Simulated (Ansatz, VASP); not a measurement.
**One calculation of Pt, two programs**

The input INCAR:

```
SYSTEM = Pt
PREC = Accurate ; ENCUT = 520
EDIFF = 1E-6 ; ISMEAR = 1
SIGMA = 0.1 ; LREAL = .False.
LASPH = .True. ; NELM = 60
ALGO = Normal ; ISIF = 2
LWAVE = .False. ; LCHARG = .True.
GGA = PS ; LELF = .True.
LVHAR = .True. ; NBANDS = 17
```

KPOINTS

```
regular mesh
0
Gamma
  7 7 4
  0 0 0
```

The input POSCAR:

```
Pt
1.0
    2.6946602602      0.0011254028     -0.0004120231
   -1.3463594196      2.3454451141     -0.0038045714
   -0.0007228202     -0.0081189674      4.8194374877
Pt
2
Direct
    0.6585974531      0.3244751242      0.7289743367
    0.3244513709      0.7157868351      0.2301817763
```

Input for Ansatz:

```yaml
crystal:
  lattice:
    - [2.694660260186435, 0.0011254027880000324, -0.0004120230892794892]
    - [-1.3463594195946054, 2.3454451140978225, -0.003804571391999876]
    - [-0.000722820198010293, -0.008118967357344534, 4.819437487684099]
  atoms:
    - { symbol: Pt, position: [0.6585974531172699, 0.3244751242493885, 0.7289743367127365] }
    - { symbol: Pt, position: [0.32445137090007425, 0.7157868350935679, 0.23018177627488126] }
kpoints:
  mp_grid:
    grid: [7, 7, 4]
hamiltonian:
  xc: pbesol
  pseudopotentials:
    kind: paw
scf:
  occupations:
    method: cold
output:
  forces: true
  stress: true
```

This isn't the form of Pt at room conditions, which is fcc.

Alike in both runs: task single point; functional PBEsol; k mesh 7 × 7 × 4; no spin polarisation.

```csv
,VASP,Ansatz
version,VASP 6.6.1,Ansatz 0.2.0
potentials or method,"VASP PAW PBE potentials, release 64 (Pt)","plane waves, PAW"
plane-wave cutoff (eV),520,420
occupations,"methfessel-paxton of order 1, width 0.1 eV",cold
valence electrons in the cell,20,36
```

```csv
,VASP,Ansatz,Ansatz less VASP
pressure (GPa),-0.9,-0.5,+0.39
largest component of the traceless stress (GPa),0.65,0.67,+0.018
rms of the force components (eV/Å),0.062,0.063,+0.0009
```

Atom by atom the forces differ by 0.005 eV/Å (rms over components). The two sets of potentials don't hold the same shells in valence.

Caveats: the k mesh is coarse (spacing up to 0.38 Å⁻¹), so the values aren't converged; the PAW data sets were made with another functional, which shifts forces and pressure a little (VASP). Spin-orbit coupling is left out, which matters for the levels of Pt.
